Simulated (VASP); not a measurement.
A run of VASP 6.6.1 is set up as follows.

File INCAR:

```
PREC     = Accurate       # precision mode
ENCUT    = 600            # plane-wave cutoff, eV
EDIFF    = 1E-8           # SCF threshold, eV
ISMEAR   = 0              # smearing method
SIGMA    = 0.03           # smearing width, eV
LREAL    = F              # projectors in reciprocal space
LASPH    = T              # aspherical terms in the spheres
NELM     = 80             # most SCF steps
ALGO     = Normal         # electronic algorithm
ISIF     = 2              # what is computed and relaxed
LWAVE    = F              # write WAVECAR
LCHARG   = F              # write CHGCAR
GGA      = PS             # functional
LEPSILON = T              # dielectric tensor by DFPT
```

KPOINTS

```
Automatic mesh
0
Monkhorst-Pack
  22 22 22
```

POSCAR

```
C                                       
1.0
    0.0000000000      1.7774542777      1.7774542777
    1.7774542777      0.0000000000      1.7774542777
    1.7774542777      1.7774542777      0.0000000000
  C             
     2
Direct
     0.0000000000000000    0.0000000000000000    0.0000000000000000
     0.2500000000000000    0.2500000000000000    0.2500000000000000
```

Potentials or basis: VASP PAW PBE potentials, release 64 (C).

Command:

```bash
$ cat potpaw_PBE.64/C/POTCAR > POTCAR
$ mpirun -np 1 vasp_std > vasp.out
```

(1) What does it give for the electronic dielectric tensor (diagonal)?

(2) What does it give for the Born charges (mean of the diagonal)?

## Answers

(1) 5.87.

(2) C +0.00 e.
